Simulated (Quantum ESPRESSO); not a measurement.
# Au (Fm-3m) in Quantum ESPRESSO: a series of runs

The runs below take Au through phonons, with PBEsol, RPBE.

Program: Quantum ESPRESSO 7.5. These are calculated values, not measurements. Logs are shortened: lines on timing, memory, paths and dates and some standing lists are left out, and cuts for length are marked.

## 1. The crystal as given

It takes space group Fm-3m (No. 225, cubic). Conventional cell: a = 4.070 Å, b = 4.070 Å, c = 4.070 Å, α = 90.00°, β = 90.00°, γ = 90.00°. Au (site symmetry m-3m) has 12 Au at 2.88 Å as nearest neighbours.

## 2. Phonons, PBEsol

The input, pw.in:

```
&CONTROL
  calculation = 'scf'
  prefix = 'pwscf'
  outdir = './tmp'
  pseudo_dir = './pseudo'
  tprnfor = .true.
  tstress = .true.
  disk_io = 'low'
/
&SYSTEM
  ibrav = 0
  nat = 1
  ntyp = 1
  ecutwfc = 45
  ecutrho = 360
  nbnd = 11
  occupations = 'smearing'
  smearing = 'mv'
  degauss = 0.01469973
/
&ELECTRONS
  conv_thr = 2d-10
  electron_maxstep = 120
  mixing_beta = 0.5
/
ATOMIC_SPECIES
Au   196.9666 au_pbesol_v1.uspp.F.UPF
CELL_PARAMETERS angstrom
   0.0000000000    2.0350000000    2.0350000000
   2.0350000000    0.0000000000    2.0350000000
   2.0350000000    2.0350000000    0.0000000000
ATOMIC_POSITIONS angstrom
Au     0.0000000000    0.0000000000    0.0000000000
K_POINTS automatic
11 11 11 0 0 0
```

The input, relax.in:

```
&CONTROL
  calculation = 'vc-relax'
  prefix = 'pwscf'
  outdir = './tmp'
  pseudo_dir = './pseudo'
  tprnfor = .true.
  tstress = .true.
  disk_io = 'low'
  nstep = 40
  forc_conv_thr = 0.0001
  etot_conv_thr = 1d-06
/
&SYSTEM
  ibrav = 0
  nat = 1
  ntyp = 1
  ecutwfc = 45
  ecutrho = 360
  nbnd = 11
  occupations = 'smearing'
  smearing = 'mv'
  degauss = 0.01469973
/
&ELECTRONS
  conv_thr = 2d-10
  electron_maxstep = 120
  mixing_beta = 0.5
/
&IONS
  ion_dynamics = 'bfgs'
/
&CELL
  cell_dynamics = 'bfgs'
  press = 0
  press_conv_thr = 0.2
/
ATOMIC_SPECIES
Au   196.9666 au_pbesol_v1.uspp.F.UPF
CELL_PARAMETERS angstrom
   0.0000000000    2.0350000000    2.0350000000
   2.0350000000    0.0000000000    2.0350000000
   2.0350000000    2.0350000000    0.0000000000
ATOMIC_POSITIONS angstrom
Au     0.0000000000    0.0000000000    0.0000000000
K_POINTS automatic
11 11 11 0 0 0
```

The input, scf2.in:

```
&CONTROL
  calculation = 'scf'
  prefix = 'pwscf'
  outdir = './tmp'
  pseudo_dir = './pseudo'
  tprnfor = .true.
  tstress = .true.
  disk_io = 'low'
/
&SYSTEM
  ibrav = 0
  nat = 1
  ntyp = 1
  ecutwfc = 45
  ecutrho = 360
  nbnd = 11
  occupations = 'smearing'
  smearing = 'mv'
  degauss = 0.01469973
/
&ELECTRONS
  conv_thr = 1d-13
  electron_maxstep = 120
  mixing_beta = 0.5
  startingpot = 'file'
  startingwfc = 'file'
/
ATOMIC_SPECIES
Au   196.9666 au_pbesol_v1.uspp.F.UPF
CELL_PARAMETERS angstrom
   0.0000000000    2.0393981631    2.0393981631
   2.0393981631    0.0000000000    2.0393981631
   2.0393981631    2.0393981631    0.0000000000
ATOMIC_POSITIONS angstrom
Au     0.0000000000    0.0000000000    0.0000000000
K_POINTS automatic
11 11 11 0 0 0
```

The input, ph.in:

```
phonons of Au
&INPUTPH
  prefix = 'pwscf'
  outdir = './tmp'
  tr2_ph = 1d-18
  fildyn = 'dyn'
  niter_ph = 90
  alpha_mix(1) = 0.4
/
0.5303300859 0.5303300859 -0.0000000000
```

Potentials or basis: GBRV 1.5 PBEsol.

Started as:

```bash
$ OMP_NUM_THREADS=1 pw.x -in pw.in > pw.out
$ OMP_NUM_THREADS=1 pw.x -in relax.in > relax.out
$ OMP_NUM_THREADS=1 pw.x -in scf2.in > scf2.out
$ OMP_NUM_THREADS=1 ph.x -in ph.in > ph.out
```

pw.out:

```text
This program is part of the open-source Quantum ESPRESSO suite
     for quantum simulation of materials; please cite
[... 9 lines left out ...]
     --------------------
     sticks:   dense  smooth     PW     G-vecs:    dense   smooth      PW
     Sum         745     367    121                13323     4645     893

     Using Slab Decomposition

     bravais-lattice index     =            0
     lattice parameter (alat)  =       5.4385  a.u.
     unit-cell volume          =     113.7417 (a.u.)^3
     number of atoms/cell      =            1
     number of atomic types    =            1
     number of electrons       =        11.00
     number of Kohn-Sham states=           11
     kinetic-energy cutoff     =      45.0000  Ry
     charge density cutoff     =     360.0000  Ry
     scf convergence threshold =      2.0E-10
     mixing beta               =       0.5000
     number of iterations used =            8  plain     mixing
     Exchange-correlation= SLA  PW   PSX  PSC
                           (   1   4  10   8   0   0   0)

     celldm(1)=   5.438489  celldm(2)=   0.000000  celldm(3)=   0.000000
     celldm(4)=   0.000000  celldm(5)=   0.000000  celldm(6)=   0.000000

     crystal axes: (cart. coord. in units of alat)
               a(1) = (   0.000000   0.707107   0.707107 )
               a(2) = (   0.707107   0.000000   0.707107 )
               a(3) = (   0.707107   0.707107   0.000000 )

     reciprocal axes: (cart. coord. in units 2 pi/alat)
               b(1) = ( -0.707107  0.707107  0.707107 )
               b(2) = (  0.707107 -0.707107  0.707107 )
               b(3) = (  0.707107  0.707107 -0.707107 )

     PseudoPot. # 1 for Au read from file:
     au_pbesol_v1.uspp.F.UPF
     Pseudo is Ultrasoft + core correction, Zval = 11.0
     Generated by new atomic code, or converted to UPF format
     Using radial grid of  985 points,  7 beta functions with:
                l(1) =   0
                l(2) =   0
                l(3) =   1
                l(4) =   1
                l(5) =   2
                l(6) =   2
                l(7) =   3
     Q(r) pseudized with  6 coefficients,  rinner =    1.900   1.900   1.900
                                                       1.900   1.900   1.900
                                                       1.900

     atomic species   valence    mass     pseudopotential
     Au               11.00   196.96660     Au( 1.00)

     48 Sym. Ops., with inversion, found

   Cartesian axes

     site n.     atom                  positions (alat units)
         1        Au     tau(   1) = (   0.0000000   0.0000000   0.0000000  )

     number of k points=    56  Marzari-Vanderbilt smearing, width (Ry)=  0.0147
                       cart. coord. in units 2pi/alat
        k(    1) = (   0.0000000   0.0000000   0.0000000), wk =   0.0015026
        k(    2) = (   0.0642824   0.0642824  -0.0642824), wk =   0.0120210
        k(    3) = (   0.1285649   0.1285649  -0.1285649), wk =   0.0120210
        k(    4) = (   0.1928473   0.1928473  -0.1928473), wk =   0.0120210
        k(    5) = (   0.2571297   0.2571297  -0.2571297), wk =   0.0120210
        k(    6) = (   0.3214122   0.3214122  -0.3214122), wk =   0.0120210
[... 48 lines left out ...]
        k(   55) = (  -0.0642824  -0.4499770   0.7071068), wk =   0.0360631
        k(   56) = (   0.0000000  -0.3856946   0.6428243), wk =   0.0360631

     Dense  grid:    13323 G-vectors     FFT dimensions: (  36,  36,  36)

     Smooth grid:     4645 G-vectors     FFT dimensions: (  24,  24,  24)

     Initial potential from superposition of free atoms

     starting charge      10.9999, renormalised to      11.0000
     Starting wfcs are    9 randomized atomic wfcs +    2 random wfcs

     Self-consistent Calculation

     iteration #  1     ecut=    45.00 Ry     beta= 0.50
     Davidson diagonalization with overlap
     ethr =  1.00E-02,  avg # of iterations =  5.2

     Threshold (ethr) on eigenvalues was too large:
     Diagonalizing with lowered threshold

     Davidson diagonalization with overlap
     ethr =  6.77E-04,  avg # of iterations =  1.1

     total energy              =    -114.73126393 Ry
     estimated scf accuracy    <       0.07357770 Ry

     iteration #  2     ecut=    45.00 Ry     beta= 0.50
     Davidson diagonalization with overlap
     ethr =  6.69E-04,  avg # of iterations =  2.4

     total energy              =    -114.74995708 Ry
     estimated scf accuracy    <       0.00502946 Ry

     iteration #  3     ecut=    45.00 Ry     beta= 0.50
     Davidson diagonalization with overlap
     ethr =  4.57E-05,  avg # of iterations =  5.3

     total energy              =    -114.75081844 Ry
     estimated scf accuracy    <       0.00034861 Ry

     iteration #  4     ecut=    45.00 Ry     beta= 0.50
     Davidson diagonalization with overlap
     c_bands:  1 eigenvalues not converged
     ethr =  3.17E-06,  avg # of iterations =  6.6

     total energy              =    -114.75084279 Ry
     estimated scf accuracy    <       0.00001569 Ry

     iteration #  5     ecut=    45.00 Ry     beta= 0.50
     Davidson diagonalization with overlap
     ethr =  1.43E-07,  avg # of iterations =  2.3

     total energy              =    -114.75084715 Ry
     estimated scf accuracy    <       0.00000013 Ry

     iteration #  6     ecut=    45.00 Ry     beta= 0.50
     Davidson diagonalization with overlap
     ethr =  1.22E-09,  avg # of iterations =  3.4

     total energy              =    -114.75084725 Ry
     estimated scf accuracy    <          7.2E-09 Ry

     iteration #  7     ecut=    45.00 Ry     beta= 0.50
     Davidson diagonalization with overlap
     ethr =  6.51E-11,  avg # of iterations =  2.3

     total energy              =    -114.75084725 Ry
     estimated scf accuracy    <          5.3E-10 Ry

     iteration #  8     ecut=    45.00 Ry     beta= 0.50
     Davidson diagonalization with overlap
     ethr =  4.79E-12,  avg # of iterations =  2.2

     End of self-consistent calculation

          k = 0.0000 0.0000 0.0000 (   561 PWs)   bands (ev):

     5.6436  10.9337  10.9337  10.9337  12.4864  12.4864  30.2204  34.2978
    34.2978  34.2978  36.4204

          k = 0.0643 0.0643-0.0643 (   573 PWs)   bands (ev):

     5.9319  10.8408  11.0305  11.0305  12.4448  12.4448  30.5469  32.6468
    34.6356  34.6356  36.4218

          k = 0.1286 0.1286-0.1286 (   573 PWs)   bands (ev):

     6.7245  10.6869  11.2053  11.2053  12.4472  12.4472  29.4186  31.4034
    35.4116  35.4117  36.4682

          k = 0.1928 0.1928-0.1928 (   577 PWs)   bands (ev):

     7.6825  10.9113  11.1922  11.1922  12.7624  12.7624  25.9847  31.1515
    35.4472  35.4473  36.3872
[... 83 lines left out ...]
     8.9695  10.4408  11.5311  11.6543  13.6595  17.4674  18.8160  28.4305
    31.1236  31.5502  36.4221

          k =-0.1286-0.3857 0.3857 (   582 PWs)   bands (ev):

     9.0498  10.5288  11.4981  11.5109  13.1648  16.1381  20.8687  27.8316
    31.5384  32.7414  36.4201

          k =-0.0643-0.3214 0.3214 (   583 PWs)   bands (ev):

     8.9848  10.5387  10.9104  11.6242  12.4795  14.7440  24.1407  27.9629
    32.1763  35.0433  36.3928

          k = 0.0000-0.2571 0.2571 (   580 PWs)   bands (ev):

     8.2417  10.3050  11.1302  11.8232  11.8640  13.7065  27.0787  29.0476
    33.4605  35.0276  36.3090

          k = 0.3857 0.0000-0.0000 (   576 PWs)   bands (ev):

     8.3646   9.6347  11.7176  12.4016  12.4016  13.1340  29.8348  29.8348
    31.0540  32.2791  33.4703

          k = 0.4500 0.0643-0.0643 (   581 PWs)   bands (ev):

     8.7996   9.4605  11.7057  12.5731  13.4771  13.5241  26.6694  28.7790
    29.1400  32.9773  34.8975

          k = 0.5143 0.1286-0.1286 (   578 PWs)   bands (ev):

     9.0278   9.6593  11.5161  12.4329  13.8043  15.5315  23.0625  27.4646
    28.4835  33.0237  36.3975
[... 23 lines left out ...]
     8.7372   9.0778  12.9018  13.2371  13.8325  15.5285  23.6637  25.9802
    26.7952  33.3175  35.5594

          k =-0.0643-0.5785 0.5785 (   579 PWs)   bands (ev):

     8.9115   9.3629  12.3254  13.0127  13.8266  18.1262  21.1522  24.3052
    27.2853  33.6174  36.4199

          k =-0.0000-0.5143 0.5143 (   584 PWs)   bands (ev):

     9.2015   9.8938  11.5849  12.6560  13.5013  19.1505  20.8144  23.0084
    28.7390  33.1589  36.4158

          k = 0.6428-0.0000 0.0000 (   584 PWs)   bands (ev):

     8.5277   8.8609  13.6427  13.9467  13.9467  15.9407  22.3434  25.8644
    25.8644  32.8926  35.4393

          k =-0.0000-0.6428 0.6428 (   586 PWs)   bands (ev):

     8.6167   8.9398  13.4414  13.5150  13.9808  17.3984  21.2893  24.9618
    26.0458  33.5649  35.8268

          k = 0.2571 0.1286 0.0000 (   573 PWs)   bands (ev):

     7.4100  10.2864  11.3121  11.6254  12.0430  12.9681  29.4541  30.7518
    33.5894  34.2654  36.2960

          k = 0.3214 0.1928-0.0643 (   580 PWs)   bands (ev):

     8.3560  10.2574  11.0245  11.7131  12.4553  13.6499  26.3435  29.8899
    32.4184  34.7680  36.3244

          k = 0.3857 0.2571-0.1286 (   580 PWs)   bands (ev):

     8.8137  10.7148  10.9266  11.5662  13.1692  14.7180  22.7774  29.4508
    31.0296  33.9405  36.4313

          k =-0.2571-0.3857 0.5143 (   580 PWs)   bands (ev):

     8.8446  10.5303  11.3924  11.8056  13.5781  16.4231  19.5977  29.4916
    30.0874  32.7787  36.4160
[... 13 lines left out ...]
     9.2920  10.1975  10.9579  12.1003  13.6247  16.8279  20.9704  27.5253
    28.5430  33.6581  36.4295

          k =-0.1286-0.3857 0.5143 (   575 PWs)   bands (ev):

     9.4194  10.1854  11.1875  11.9339  13.5125  18.2331  19.4162  26.6369
    29.0989  33.5530  36.4260

          k =-0.0643-0.3214 0.4500 (   575 PWs)   bands (ev):

     9.5513  10.3248  10.6722  12.0299  13.0602  16.2210  22.4036  26.1688
    30.2454  34.3104  36.4239

          k = 0.0000-0.2571 0.3857 (   580 PWs)   bands (ev):

     9.2727  10.1184  10.6646  12.1576  12.4325  14.7897  25.1093  27.0162
    31.3954  35.7826  36.2008

          k = 0.5143 0.1286 0.0000 (   582 PWs)   bands (ev):

     8.9801   9.3244  11.8192  13.2222  13.2853  14.9437  24.9916  26.7064
    27.6809  34.2553  35.2985

          k =-0.1286-0.5143 0.6428 (   583 PWs)   bands (ev):

     9.1487   9.5350  11.5860  12.8891  13.7369  17.0487  22.3094  25.4667
    26.9313  34.6132  36.4008

          k =-0.0643-0.4500 0.5785 (   581 PWs)   bands (ev):

     9.3714   9.9440  11.2403  12.5058  13.6750  19.2699  20.2696  24.0541
    27.6181  34.4155  36.4157

          k = 0.0000-0.3857 0.5143 (   580 PWs)   bands (ev):

     9.7132  10.2478  10.6961  12.2903  13.3085  17.7725  22.8465  22.9153
    28.9745  34.3452  36.4297

          k =-0.0643-0.5785 0.7071 (   585 PWs)   bands (ev):

     8.7857   9.0743  12.7534  13.3954  13.9461  17.2542  21.9674  25.2922
    25.6860  34.4478  35.8153

          k =-0.0000-0.5143 0.6428 (   586 PWs)   bands (ev):

     9.0343   9.4005  12.0947  12.9746  13.9398  19.3051  20.5785  23.8363
    26.2151  34.9476  36.4227

          k =-0.1928-0.4500 0.7071 (   577 PWs)   bands (ev):

     9.6946   9.8680  10.5987  12.6700  13.2771  16.4715  23.4595  25.0354
    28.1585  36.0366  36.6412

          k =-0.1286-0.3857 0.6428 (   579 PWs)   bands (ev):

     9.7980  10.0329  10.6414  12.3731  13.6472  18.4361  21.1965  24.5961
    27.0264  35.7942  36.4168

          k =-0.0643-0.4500 0.7071 (   578 PWs)   bands (ev):

     9.3987   9.7085  11.2717  12.6812  13.9439  18.9978  21.6815  23.7345
    25.5587  36.3605  36.4130

          k = 0.0000-0.3857 0.6428 (   589 PWs)   bands (ev):

     9.6149  10.1515  10.7394  12.3688  13.9403  19.9108  21.5929  22.5838
    25.7649  36.3534  36.4122

     the Fermi energy is    15.6738 ev

!    total energy              =    -114.75084725 Ry
     estimated scf accuracy    <          5.7E-12 Ry
     smearing contrib. (-TS)   =       0.00001282 Ry
     internal energy E=F+TS    =    -114.75086007 Ry

     The total energy is F=E-TS. E is the sum of the following terms:
     one-electron contribution =      11.08493530 Ry
     hartree contribution      =       8.28586143 Ry
     xc contribution           =     -61.99125202 Ry
     ewald contribution        =     -72.13040479 Ry

     convergence has been achieved in   8 iterations

     Forces acting on atoms (cartesian axes, Ry/au):

     atom    1 type  1   force =     0.00000000    0.00000000    0.00000000

     Total force =     0.000000     Total SCF correction =     0.000000

     Computing stress (Cartesian axis) and pressure

          total   stress  (Ry/bohr**3)                   (kbar)     P=       11.81
   0.00008029   0.00000000  -0.00000000           11.81        0.00       -0.00
   0.00000000   0.00008029  -0.00000000            0.00       11.81       -0.00
  -0.00000000  -0.00000000   0.00008029           -0.00       -0.00       11.81

=------------------------------------------------------------------------------=
   JOB DONE.
=------------------------------------------------------------------------------=
```

Wall time 6.7 min (1 thread of Arm Neoverse V1, shared host); peak memory 0.12 GiB.

Results:

- Free energy: -1561.2653 eV
- Relaxed volume: 16.96 Å³/atom
- Relaxed cell: a = 2.884 Å, b = 2.884 Å, c = 2.884 Å, α = 60.00°, β = 60.00°, γ = 60.00°
- Space group after relaxing (to 0.05 Å): Fm-3m (No. 225)
- Pressure after relaxing: 0.0 GPa
- Band gap on the k mesh: none (metal or under the smearing width)
- Highest phonon frequency at the q point run: 133 cm⁻¹

The path:
| step | energy change (eV) | largest force (eV/Å) | pressure (GPa) | volume (Å³) |
| --- | --- | --- | --- | --- |
| 1 | 0.0000 | 0.0000 | 1.18 | 16.85 |
| 2 | -0.0004 | 0.0000 | 0.08 | 16.96 |
| 3 | -0.0004 | 0.0000 | 0.01 | 16.96 |

Final structure:
```xyz
1
Lattice="0.0000 2.0394 2.0394 2.0394 0.0000 2.0394 2.0394 2.0394 0.0000" Properties=species:S:1:pos:R:3 pbc="T T T"
Au    0.0000    0.0000    0.0000
```

Phonon frequencies in cm⁻¹ (negative: imaginary):
| q point | frequencies |
| --- | --- |
| (0.375, 0.375, 0.750) | 78 110 133 |

Phonon modes at q = (0.375, 0.375, 0.750) in reciprocal lattice units:
```
mode  symmetry  cm⁻¹
   1       B_1    78
   2       A_1   110
   3       B_2   133
```

Caveat: the q point doesn't lie on the k mesh, which can shift a metal's frequencies strongly unless the mesh is converged. The run has no spin-orbit coupling, so splittings on Au are missing.

[end of part 1 of 2]
